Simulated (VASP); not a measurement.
# Sb: electric field gradients with PBE

Crystal: Sb.

```
Sb
1.0
     3.12240    0.00000    0.00000
     0.00000    4.34752    0.00000
    -0.03891    0.00000    4.40585
Sb
2
Direct
  0.01139 0.25000 0.24117
  0.98861 0.75000 0.75883
```

This isn't the form of Sb at room conditions, which is rhombohedral.

| Quantity | Value |
| --- | --- |
| Program | VASP 6.6.1 |
| Task | electric field gradients |
| Functional | PBE |
| Potentials or basis | VASP PAW PBE potentials, release 64 (Sb) |
| Cutoff | 520 eV |
| k mesh | 9 × 6 × 6 |
| Occupations | gaussian, width 0.02 eV |
| Spin | no spin polarisation |
| Further INCAR settings | ALGO = Normal; EDIFF = 1e-08 |

```
Pressure               : 0.4 GPa
Largest force          : 0.061 eV/Å
Band gap on the k mesh : none (metal or under the smearing width)
```

Forces in eV/Å, atoms in the order of the input:
```
Sb  -0.028  0.000  0.054
Sb   0.028  0.000 -0.054
```

Stress tensor (GPa, compression positive):
```
 0.57  0.00  0.01
 0.00 -0.03  0.00
 0.01  0.00  0.52
```

Levels at points of the mesh, in eV from the Fermi level:
```csv
k point,band 3,band 4,band 5,band 6,band 7,band 8
"(0.00, 0.00, 0.00)",-3.73,-3.59,1.98,2.94,3.17,3.30
"(0.00, 0.50, 0.00)",-1.58,-1.58,-1.00,-1.00,4.62,4.62
"(0.00, 0.00, 0.50)",-1.68,-1.15,-1.02,-0.87,4.41,4.79
"(0.00, 0.50, 0.50)",-5.71,-5.71,4.96,4.96,5.22,5.22
```

Electric field gradients, principal values (V/Å²):
```
atom    Vxx    Vyy     Vzz
1 Sb  0.342  5.319  -5.660
2 Sb  0.342  5.319  -5.660
```

Wall time 22 s on 1 thread of Intel(R) Xeon(R) Platinum 8488C (Sapphire Rapids) (shared host), peak memory 0.2 GiB.

The run has no spin-orbit coupling, so splittings on Sb are missing.
